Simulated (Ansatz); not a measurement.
The system is PbO2.

```
Pb O
1.0
     0.00000    2.70199    2.70199
     2.70199    0.00000    2.70199
     2.70199    2.70199    0.00000
Pb O
1 2
Direct
  0.00000 0.00000 0.00000
  0.75000 0.75000 0.75000
  0.25000 0.25000 0.25000
```

The cell comes from a database or a generator and needn't be the stable form of this composition.

```yaml
Program: Ansatz 0.2.0
Task: relaxation of cell and atoms
Functional: PBE
Dispersion: D4
Potentials_or_basis: Ansatz PAW
Cutoff: "420 eV (not typed: the program's choice for these potentials)"
k_mesh: 9 × 9 × 9
Occupations: fermi-dirac, width 0.05 eV
Spin: no spin polarisation
```

At the start: volume 13.15 Å³/atom.

**Question.** How do energy, volume and symmetry change on relaxing?

**Answer.** It ends after 6 steps and the volume is 12.90 Å³/atom (-1.9 %); space group Fm-3m (No. 225, to 0.05 Å).

The path:
| step | energy change (eV) | largest force (eV/Å) | volume (Å³) |
| --- | --- | --- | --- |
| 1 | 0.0000 | 0.0000 | 39.45 |
| 2 | -0.0093 | 0.0000 | 38.54 |
| 3 | -0.0090 | 0.0000 | 38.72 |
| 4 | -0.0063 | 0.0000 | 38.72 |
| 5 | -0.0065 | 0.0000 | 38.69 |
| 6 | -0.0063 | 0.0000 | 38.69 |

Final structure:
```xyz
3
Lattice="0.0000 2.6844 2.6844 2.6844 0.0000 2.6844 2.6844 2.6844 0.0000" Properties=species:S:1:pos:R:3 pbc="T T T"
Pb    0.0000    0.0000    0.0000
O     4.0266    4.0266    4.0266
O     1.3422    1.3422    1.3422
```

Caveat: the plane-wave basis is chosen anew once the cell has moved, so the energies of steps on either side of that aren't comparable; the pressure holds a Pulay correction of +0.6 GPa for the finite cutoff; pairwise dispersion overbinds metals, which lowers pressure and volume.
